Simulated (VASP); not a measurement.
# Na (P6_3/mmc) in VASP: further runs, part 2 of 2

VASP 6.6.1. The steps go on from the part before.

### Step 4. Single point, PBE

The input, INCAR:

```
SYSTEM = Na
PREC     = Accurate       ! precision mode
ENCUT    = 520            ! plane-wave cutoff, eV
EDIFF    = 1E-6           ! SCF threshold, eV
ISMEAR   = 0              ! smearing method
SIGMA    = 0.2            ! smearing width, eV
LREAL    = .FALSE.        ! projectors in reciprocal space
LASPH    = .TRUE.         ! aspherical terms in the spheres
NELM     = 100            ! most SCF steps
ALGO     = Normal         ! electronic algorithm
ISIF     = 2              ! what is computed and relaxed
LWAVE    = .FALSE.        ! write WAVECAR
LCHARG   = .FALSE.        ! write CHGCAR
GGA      = PE             ! functional
NBANDS   = 14             ! bands
ADDGRID  = .FALSE.
```

The input, KPOINTS:

```
regular mesh
0
G
  14 14 8
  0 0 0
```

The input, POSCAR:

```
Na
1.0
    3.7670000000      0.0000000000      0.0000000000
   -1.8835000000      3.2623176961      0.0000000000
    0.0000000000      0.0000000000      6.1540000000
Na
2
Direct
    0.6607270000      0.3253030000      0.7651560000
    0.3322080000      0.6634530000      0.2738460000
```

Potentials or basis: VASP PAW PBE potentials, release 64 (Na_pv).

Started as:

```console
> cat potpaw_PBE.64/Na_pv/POTCAR > POTCAR
> mpirun -np 1 vasp_std > vasp.out
```

OUTCAR:

```text
SYSTEM = Na
   PREC = Accurate
   ENCUT = 520
   EDIFF = 1E-6
   ISMEAR = 0
   LREAL = .FALSE.
   LASPH = .TRUE.
   NELM = 100
   ISIF = 2
   GGA = PE

 Found    788 irreducible k-points:

 Following reciprocal coordinates:
            Coordinates               Weight
  0.000000  0.000000  0.000000      1.000000
  0.071429 -0.000000  0.000000      2.000000
  0.000000  0.071429  0.000000      2.000000
 -0.071429  0.071429  0.000000      2.000000
  0.142857 -0.000000  0.000000      2.000000
  0.000000  0.142857  0.000000      2.000000
   k-points           NKPTS =    788   k-points in BZ     NKDIM =    788   number of bands    NBANDS=     14
   number of dos      NEDOS =    301   number of ions     NIONS =      2
   total plane-waves  NPLWV =  37632
   dimension x,y,z NGX =    28 NGY =   28 NGZ =   48
   dimension x,y,z NGXF=    56 NGYF=   56 NGZF=   96
   ions per type =               2
   NGX,Y,Z   is equivalent  to a cutoff of  12.36, 12.36, 12.97 a.u.
   NGXF,Y,Z  is equivalent  to a cutoff of  24.71, 24.71, 25.93 a.u.
 SYSTEM =  Na
   PREC   = accura    normal or accurate (medium, high low for compatibility)
   ISTART =      0    job   : 0-new  1-cont  2-samecut
   ICHARG =      2    charge: 1-file 2-atom 10-const
   ISPIN  =      1    spin polarized calculation?
   LNONCOLLINEAR =      F non collinear calculations
   LSORBIT =      F    spin-orbit coupling
   LASPH  =      T    aspherical Exc in radial PAW
   ENCUT  =  520.0 eV  38.22 Ry    6.18 a.u.   7.00  7.00 11.44*2*pi/ulx,y,z
   NELM   =    100;   NELMIN=  2; NELMDL= -5     # of ELM steps
   EDIFF  = 0.1E-05   stopping-criterion for ELM
   LREAL  =      F    real-space projection
   EDIFFG = 0.1E-04   stopping-criterion for IOM
   NSW    =      0    number of steps for IOM
   IBRION =     -1    ionic relax: 0-MD 1-quasi-New 2-CG
   NFREE  =      0    steps in history (QN), initial steepest desc. (CG)
   ISIF   =      2    stress and relaxation
   ISYM   =      2    0-nonsym 1-usesym 2-fastsym
   POTIM  = 0.5000    time-step for ionic-motion
   TEBEG  =    0.0;   TEEND  =   0.0 temperature during run
   PSTRESS=    0.0 pullay stress
   NELECT =      14.0000    total number of electrons
   NUPDOWN=      -1.0000    fix difference up-down
   EMIN   =  10.00;   EMAX   =-10.00  energy-range for DOS
   EFERMI =   0.00;   METHOD = LEGACY
   ISMEAR =     0;   SIGMA  =   0.20  broadening in eV -4-tet -1-fermi 0-gaus
   EFERMI_NEDOS =   21; number of points for ismear=-14 and -15
   IALGO  =     38    algorithm
   IMIX   =      4    mixing-type and parameters
     AMIX     =   0.40;   BMIX     =  1.00
     AMIX_MAG =   1.60;   BMIX_MAG =  1.00
  volume/ion in A,a.u.               =      37.81       255.18
  Fermi-wavevector in a.u.,A,eV,Ry     =   0.933020  1.763153 11.844235  0.870527
  Thomas-Fermi vector in A             =   2.059678
   LORBIT       =      0    0 simple, 1 ext, 2 COOP (PROOUT), +10 PAW based schemes
   GGA     = PE    functional components
   LHFCALC =     F    Hartree Fock is set to
   AEXX    =    0.0000 exact exchange contribution
   IVDW    =     0    specifies the selected vdW correction
   LEPSILON=     F    determine dielectric tensor
   LRPA    =     F    only Hartree local field effects (RPA)
 non-spin polarized calculation
 Gauss-broadening in eV      SIGMA  =   0.20
  energy-cutoff  :      520.00
  volume of cell :       75.63
 maximum number of plane-waves:      2052
   NGX = 13   NGY = 13   NGZ = 23

 number of electron      13.9999997 magnetization

 Free energy of the ion-electron system (eV)
  ---------------------------------------------------
  ext. energy  EPLUGINS =         0.00000000
  ---------------------------------------------------
  free energy    TOTEN  =        -2.63231361 eV

  energy without entropy =       -2.61391914  energy(sigma->0) =       -2.62311638

 E-fermi :   0.2706     XC(G=0):  -6.4499

 val. band max:        0.2686710864   @ k =   0.5000   0.2143  -0.3750
 cond. band min:       0.2965136566   @ k =  -0.0714   0.1429   0.1250
 fundamental gap:      0.0278425702
 Fermi energy:         0.2706446471

 k-point     1 :       0.0000    0.0000    0.0000
  band No.  band energies     occupation
      1     -24.6730      2.00000
      2     -24.6454      2.00000
      3     -24.6450      2.00000
      4     -24.6406      2.00000
      5     -24.6406      2.00000
      6     -24.6403      2.00000
      7      -2.9657      2.00000
      8       0.8247      0.00009
      9       1.2091      0.00000
     10      10.1400      0.00000
     11      10.1479      0.00000
     12      10.4765      0.00000
     13      10.4903      0.00000
     14      10.6402      0.00000

 k-point     2 :       0.0714   -0.0000    0.0000
  band No.  band energies     occupation
      1     -24.6725      2.00000
      2     -24.6463      2.00000
      3     -24.6458      2.00000
      4     -24.6418      2.00000
      5     -24.6408      2.00000
      6     -24.6405      2.00000
      7      -2.8912      2.00000
      8       0.8910      0.00001
      9       1.2819      0.00000
     10       8.7546      0.00000
     11       9.5087      0.00000
     12       9.9531      0.00000
     13      11.2072      0.00000
     14      11.3553      0.00000

 k-point     3 :       0.0000    0.0714    0.0000
  band No.  band energies     occupation
      1     -24.6725      2.00000
      2     -24.6466      2.00000
      3     -24.6455      2.00000
      4     -24.6419      2.00000
      5     -24.6408      2.00000
      6     -24.6405      2.00000
      7      -2.8912      2.00000
      8       0.8910      0.00001
      9       1.2819      0.00000
     10       8.7579      0.00000
     11       9.5090      0.00000
     12       9.9509      0.00000
     13      11.2009      0.00000
     14      11.3601      0.00000

 k-point     4 :      -0.0714    0.0714    0.0000
  band No.  band energies     occupation
      1     -24.6725      2.00000
      2     -24.6465      2.00000
      3     -24.6456      2.00000
      4     -24.6419      2.00000
      5     -24.6408      2.00000
      6     -24.6405      2.00000
      7      -2.8912      2.00000
      8       0.8910      0.00001
      9       1.2819      0.00000
     10       8.7562      0.00000
     11       9.5089      0.00000
     12       9.9519      0.00000
     13      11.2039      0.00000
     14      11.3579      0.00000

 k-point     5 :       0.1429   -0.0000    0.0000
  band No.  band energies     occupation
      1     -24.6710      2.00000
      2     -24.6497      2.00000
      3     -24.6468      2.00000
      4     -24.6453      2.00000
      5     -24.6414      2.00000
      6     -24.6411      2.00000
      7      -2.6682      2.00000
      8       1.0900      0.00000
      9       1.4982      0.00000
     10       7.1434      0.00000
     11       8.8442      0.00000
     12       9.1199      0.00000
     13      10.5097      0.00000
     14      11.2520      0.00000

 k-point     6 :       0.0000    0.1429    0.0000
  band No.  band energies     occupation
      1     -24.6709      2.00000
      2     -24.6500      2.00000
      3     -24.6465      2.00000
      4     -24.6454      2.00000
      5     -24.6414      2.00000
      6     -24.6412      2.00000
      7      -2.6682      2.00000
      8       1.0900      0.00000
      9       1.4981      0.00000
     10       7.1466      0.00000
     11       8.8440      0.00000
     12       9.1220      0.00000
     13      10.5065      0.00000
     14      11.2381      0.00000

 [... further k-points ...]

------------------------ aborting loop because EDIFF is reached ----------------------------------------

  FORCE on cell =-STRESS in cart. coord.  units (eV):
  Direction    XX          YY          ZZ          XY          YZ          ZX
  --------------------------------------------------------------------------------------
  -------------------------------------------------------------------------------------
  Total       -0.0608078     -0.0504786     -0.0557570     -0.0033163      0.0003749      0.0003944
  in kB       -1.2882207     -1.0693955     -1.1812199     -0.0702552      0.0079425      0.0083549
  external PRESSURE =      -1.1796120 kB  Pullay stress =       0.0000000 kB

 VOLUME and BASIS-vectors are now :
 -----------------------------------------------------------------------------
  energy-cutoff  :      520.00
  volume of cell :       75.63
      direct lattice vectors                 reciprocal lattice vectors
     3.767000000  0.000000000  0.000000000     0.265463233  0.153265269  0.000000000
    -1.883500000  3.262317696  0.000000000     0.000000000  0.306530538  0.000000000
     0.000000000  0.000000000  6.154000000     0.000000000  0.000000000  0.162495938

 POSITION                                       TOTAL-FORCE (eV/Angst)
 -----------------------------------------------------------------------------------
      1.87625      1.06124      4.70877         0.000924      0.002271      0.036106
      0.00181      2.16439      1.68525        -0.000924     -0.002271     -0.036106
 -----------------------------------------------------------------------------------
    total drift:                               -0.000048      0.000082     -0.000053

  FREE ENERGIE OF THE ION-ELECTRON SYSTEM (eV)
  ---------------------------------------------------
  free  energy   TOTEN  =        -2.6323136100 eV

  energy  without entropy=       -2.6139191403  energy(sigma->0) =       -2.62311638
```

Run time: 4.8 min. Hardware: 1 thread of Intel Xeon Platinum 8488C (Sapphire Rapids), shared host; peak memory 0.64 GiB.

These settings aren't checked as converged: the numbers below hold their error.

Results:

* Free energy: -2.6323 eV
* Pressure: -0.1 GPa
* Largest force: 0.036 eV/Å
* Band gap on the k mesh: none (metal or under the smearing width)

### Step 5. For comparison

An earlier run on the cell as given: functional PBE; potentials or basis VASP PAW PBE potentials, release 64 (Na_pv); cutoff 520 eV; k mesh 8 × 8 × 5; occupations fermi-dirac, width 0.05 eV; no spin polarisation.

* Pressure: -0.2 GPa
* Band gap on the k mesh: none (metal or under the smearing width)
